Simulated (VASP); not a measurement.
# HfN (I4/mmm) in VASP: a series of runs, part 2 of 2

VASP 6.6.1. Earlier steps stand in the parts before.

## 3. Single point, LDA (strain +0.000 along x and y, -0.080 along z, atoms carried along)

Contents of INCAR:

```
PREC = Accurate
ENCUT = 520
EDIFF = 1E-6
ISMEAR = 0
SIGMA = 0.15
LREAL = F
LASPH = T
NELM = 100
ALGO = Normal
ISIF = 2
LWAVE = F
LCHARG = F
GGA = CA
NBANDS = 14
```

Contents of KPOINTS:

```
Automatic mesh
0
Gamma
  18 18 18
```

Contents of POSCAR:

```
HfN
1.0
    0.0000000000      2.2590000000      2.0782800000
    2.2590000000      0.0000000000      2.0782800000
    2.2590000000      2.2590000000      0.0000000000
Hf N
1 1
Direct
    0.0000000000      0.0000000000      0.0000000000
    0.5000000000      0.5000000000      0.5000000000
```

Potentials or basis: VASP PAW LDA potentials, release 64 (Hf_pv, N).

Launch:

```sh
$ cat potpaw_LDA.64/Hf_pv/POTCAR potpaw_LDA.64/N/POTCAR > POTCAR
$ mpirun -np 1 vasp_std > vasp.out
```

OUTCAR:

```text
PREC = Accurate
   ENCUT = 520
   EDIFF = 1E-6
   ISMEAR = 0
   LREAL = F
   LASPH = T
   NELM = 100
   ISIF = 2
   GGA = CA

 ion  position               nearest neighbor table
   1  0.000  0.000  0.000-   2 2.08   2 2.08   2 2.26   2 2.26   2 2.26   2 2.26
   2  0.500  0.500  0.500-   1 2.08   1 2.08   1 2.26   1 2.26   1 2.26   1 2.26

  LATTYP: Found a body centered tetragonal cell.
 ALAT       =     3.1947084374
 C/A-ratio  =     1.3010764774

  Lattice vectors:

 A1 = (   0.0000000000,  -2.2590000000,  -2.0782800000)
 A2 = (   0.0000000000,   2.2590000000,  -2.0782800000)
 A3 = (   2.2590000000,   0.0000000000,   2.0782800000)

Analysis of symmetry for initial positions (statically):
=====================================================================
 Subroutine PRICEL returns:
 Original cell was already a primitive cell.

 Routine SETGRP: Setting up the symmetry group for a
 body centered tetragonal supercell.

 Subroutine GETGRP returns: Found 16 space group operations
 (whereof 16 operations were pure point group operations)
 out of a pool of 16 trial point group operations.

The static configuration has the point symmetry D_4h.

Analysis of symmetry for dynamics (positions and initial velocities):
=====================================================================
 Subroutine PRICEL returns:
 Original cell was already a primitive cell.

 Routine SETGRP: Setting up the symmetry group for a
 body centered tetragonal supercell.

 Subroutine GETGRP returns: Found 16 space group operations
 (whereof 16 operations were pure point group operations)
 out of a pool of 16 trial point group operations.

The dynamic configuration has the point symmetry D_4h.

 Subroutine INISYM returns: Found 16 space group operations
 (whereof 16 operations are pure point group operations),
 and found     1 'primitive' translations

----------------------------------------------------------------------------------------

                                     Primitive cell

[... 121 lines left out ...]
 non-spin polarized calculation
 Gauss-broadening in eV      SIGMA  =   0.15
  energy-cutoff  :      520.00
  volume of cell :       21.21
 maximum number of plane-waves:       588
   NGX = 11   NGY = 11   NGZ = 11

 number of electron      15.0000002 magnetization

 Free energy of the ion-electron system (eV)
  ---------------------------------------------------
  ext. energy  EPLUGINS =         0.00000000
  ---------------------------------------------------
  free energy    TOTEN  =       -23.58898781 eV

  energy without entropy =      -23.58307209  energy(sigma->0) =      -23.58602995

 E-fermi :   8.9994     XC(G=0): -13.4016

 val. band max:        8.9986748533   @ k =   0.2222   0.0556   0.0000
 cond. band min:       9.0073016153   @ k =   0.5000   0.2778   0.1667
 fundamental gap:      0.0086267620
 Fermi energy:         8.9993645174

 k-point     1 :       0.0000    0.0000    0.0000
  band No.  band energies     occupation
      1     -21.6171      2.00000
      2     -21.6171      2.00000
      3     -21.6145      2.00000
      4      -8.7677      2.00000
      5       5.7397      2.00000
      6       5.7397      2.00000
      7       6.3863      2.00000
      8       8.2471      2.00000
      9       8.2471      2.00000
     10       9.2425      0.02190
     11      10.0527      0.00000
     12      10.3999      0.00000
     13      13.7153      0.00000
     14      18.8996      0.00000
[... 377 lines left out ...]
      1     -22.2613      2.00000
      2     -21.6928      2.00000
      3     -21.6862      2.00000
      4      -7.4108      2.00000
      5       2.3537      2.00000
      6       3.4937      2.00000
      7       4.4247      2.00000
      8       9.3408      0.00128
      9       9.8238      0.00000
     10      11.1136      0.00000
     11      13.7748      0.00000
     12      14.3721      0.00000
     13      15.7933      0.00000
     14      20.7590      0.00000

 [... further k-points ...]

------------------------ aborting loop because EDIFF is reached ----------------------------------------

  FORCE on cell =-STRESS in cart. coord.  units (eV):
  Direction    XX          YY          ZZ          XY          YZ          ZX
  --------------------------------------------------------------------------------------
  -------------------------------------------------------------------------------------
  Total       -0.1370860     -0.1370860      8.8406359      0.0000000      0.0000000     -0.0000000
  in kB      -10.3546913    -10.3546913    667.7710258      0.0000000      0.0000000     -0.0000000
  external PRESSURE =     215.6872144 kB  Pullay stress =       0.0000000 kB

 VOLUME and BASIS-vectors are now :
 -----------------------------------------------------------------------------
  energy-cutoff  :      520.00
  volume of cell :       21.21
      direct lattice vectors                 reciprocal lattice vectors
     0.000000000  2.259000000  2.078280000    -0.221336875  0.221336875  0.240583559
     2.259000000  0.000000000  2.078280000     0.221336875 -0.221336875  0.240583559
     2.259000000  2.259000000  0.000000000     0.221336875  0.221336875 -0.240583559

 POSITION                                       TOTAL-FORCE (eV/Angst)
 -----------------------------------------------------------------------------------
      0.00000      0.00000      0.00000        -0.000000     -0.000000     -0.000000
      2.25900      2.25900      2.07828         0.000000      0.000000      0.000000
 -----------------------------------------------------------------------------------
    total drift:                                0.000000     -0.000000     -0.000000

  FREE ENERGIE OF THE ION-ELECTRON SYSTEM (eV)
  ---------------------------------------------------
  free  energy   TOTEN  =       -23.5889878105 eV

  energy  without entropy=      -23.5830720926  energy(sigma->0) =      -23.58602995
```

OSZICAR:

```text
N       E                     dE             d eps       ncg     rms          rms(c)
DAV:   1     0.366618831485E+02    0.36662E+02   -0.78540E+03 13448   0.102E+03
DAV:   2    -0.249384999236E+02   -0.61600E+02   -0.57635E+02 17040   0.231E+02
DAV:   3    -0.266496368562E+02   -0.17111E+01   -0.17037E+01 16094   0.311E+01
DAV:   4    -0.266548181080E+02   -0.51813E-02   -0.51803E-02 16182   0.205E+00
DAV:   5    -0.266548459001E+02   -0.27792E-04   -0.27792E-04 15758   0.126E-01    0.621E+01
DAV:   6    -0.236829129643E+02    0.29719E+01   -0.83496E+00 15228   0.228E+01    0.514E+01
DAV:   7    -0.236173241126E+02    0.65589E-01   -0.62834E-01 16854   0.528E+00    0.289E+01
DAV:   8    -0.235938206824E+02    0.23503E-01   -0.90088E-02 17148   0.234E+00    0.422E+00
DAV:   9    -0.235894647462E+02    0.43559E-02   -0.20214E-02 15036   0.987E-01    0.155E+00
DAV:  10    -0.235890000118E+02    0.46473E-03   -0.18407E-03 16224   0.367E-01    0.525E-02
DAV:  11    -0.235889879182E+02    0.12094E-04   -0.99867E-05 15594   0.926E-02    0.297E-02
DAV:  12    -0.235889878105E+02    0.10773E-06   -0.41023E-06 16470   0.172E-02
   1 F= -.23588988E+02 E0= -.23586030E+02  d E =-.591572E-02
```

stdout:

```text
POSCAR found type information on POSCAR HfN
 POSCAR found :  2 types and       2 ions
 scaLAPACK will be used
 LDA part: xc-table for (Slater(with rela. corr.)+CA(PZ))
 , standard interpolation
 POSCAR, INCAR and KPOINTS ok, starting setup
 FFT: planning ... GRIDC
 FFT: planning ... GRID_SOFT
 FFT: planning ... GRID
 WAVECAR not read
 entering main loop
```

Wall time 40 s (1 thread of Intel Xeon 6975P-C (Granite Rapids), shared host); peak memory 0.25 GiB.

Results:

| Quantity | Value |
| --- | --- |
| Free energy | -23.5890 eV |
| Pressure | 21.6 GPa |
| Band gap on the k mesh | none (metal or under the smearing width) |

Caveat: so large a pressure means that the cell lies far from this level's equilibrium, or that cutoff or potentials fall short. Spin-orbit coupling is left out, which matters for the levels of Hf.
